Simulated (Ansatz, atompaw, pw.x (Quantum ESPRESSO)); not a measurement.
# What a changed setting does to a pw.x run (fcc Mg)

Potential: PAW, atompaw 4.2.0.5, PBE; core [He] 2s2, reference 2p6 3s1 3p1; waves: 3s (bound): rc 2.00 bohr; 3s channel at 2.3 Ry: rc 2.00 bohr; 2p (bound): rc 1.00 bohr; 3p (bound): rc 2.00 bohr; 3d channel at 0.2 Ry: rc 2.00 bohr; local part: troulliermartins scheme with l = 3 at 0 Ry, radius 1.60 bohr; core correction: smooth core density matched at 1.75 bohr; augmentation: sinc compensation charge, radius 0.84 bohr; PAW radius 2.00 bohr; waves and projectors: custom rrkj gramschmidtortho.

The reference run (k-mesh 13³, cutoffs 170/900 Ry, Fermi–Dirac 0.01 Ry, mixing_beta 0.4, conv_thr 1e-9, no spin) gives -0.08 GPa at 23.198 Å³/atom, where all-electron LAPW gives -0.07 GPa. This run, with its own iteration cap, changes ecutrho/ecutwfc to 2.

```
&control
  calculation='scf', prefix='x', pseudo_dir='./', outdir='./tmp', tstress=.true., disk_io='none'
/
&system
  ibrav=0, nat=1, ntyp=1, ecutwfc=170, ecutrho=340, nbnd=11,
  occupations='smearing', smearing='fd', degauss=0.01
/
&electrons
  conv_thr=1e-09, mixing_beta=0.4, electron_maxstep=60
/
ATOMIC_SPECIES
Mg 1.0 Mg.UPF
CELL_PARAMETERS angstrom
  0.00000000 2.26363734 2.26363734
  2.26363734 0.00000000 2.26363734
  2.26363734 2.26363734 0.00000000
ATOMIC_POSITIONS crystal
Mg 0.0000 0.0000 0.0000
K_POINTS automatic
13 13 13 0 0 0
```

```bash
pw.x < Mg.scf.in > Mg.scf.out
```

**Question.** How does the run end?

**Answer.** It converges in 7 iterations; the free energy moves by -9.8 meV/atom and the pressure by -0.09 GPa. Below 4 the density is truncated and F is no longer variational, so a small shift in one case is no licence.

```
Message from routine set_cutoff:
     ecutrho < 4*ecutwfc, are you sure?
     Message from routine setup:
     using ibrav=0 with symmetry is DISCOURAGED, use correct ibrav instead
     lattice parameter (alat)  =       6.0495  a.u.
     unit-cell volume          =     156.5479 (a.u.)^3
     number of electrons       =         8.00
     number of Kohn-Sham states=           11
     kinetic-energy cutoff     =     170.0000  Ry
     charge density cutoff     =     340.0000  Ry
     scf convergence threshold =      1.0E-09
     Exchange-correlation= SLA PW PBX PBC
     number of k points=    84  Fermi-Dirac smearing, width (Ry)=  0.0100
     iteration #  1     ecut=   170.00 Ry     beta= 0.40
     total energy              =     -95.39335804 Ry
     estimated scf accuracy    <       0.00275960 Ry
     iteration #  2     ecut=   170.00 Ry     beta= 0.40
     total energy              =     -95.39310829 Ry
     estimated scf accuracy    <       0.00074386 Ry
     iteration #  3     ecut=   170.00 Ry     beta= 0.40
     total energy              =     -95.39313313 Ry
     estimated scf accuracy    <       0.00003203 Ry
     iteration #  4     ecut=   170.00 Ry     beta= 0.40
     total energy              =     -95.39313470 Ry
     estimated scf accuracy    <       0.00000025 Ry
     iteration #  5     ecut=   170.00 Ry     beta= 0.40
     total energy              =     -95.39313474 Ry
     estimated scf accuracy    <       0.00000003 Ry
     iteration #  6     ecut=   170.00 Ry     beta= 0.40
     total energy              =     -95.39313474 Ry
     estimated scf accuracy    <          1.6E-09 Ry
     iteration #  7     ecut=   170.00 Ry     beta= 0.40
     the Fermi energy is     4.9046 ev
!    total energy              =     -95.39313474 Ry
     estimated scf accuracy    <          1.5E-10 Ry
     smearing contrib. (-TS)   =      -0.00202898 Ry
     The total energy is F=E-TS. E is the sum of the following terms:
     one-electron contribution =     -57.76214945 Ry
     hartree contribution      =      28.05890315 Ry
     xc contribution           =     -12.19942580 Ry
     ewald contribution        =     -34.29813752 Ry
     one-center paw contrib.   =     -19.19029614 Ry
     convergence has been achieved in   7 iterations
          total   stress  (Ry/bohr**3)                   (kbar)     P=       -1.72
     Message from routine punch:
     Nothing written, as per user request (disk_io='none')
```

The run took about 51 s on one core of a shared host (Intel(R) Xeon(R) Platinum 8488C, 96 threads, 372 GiB, load 68).
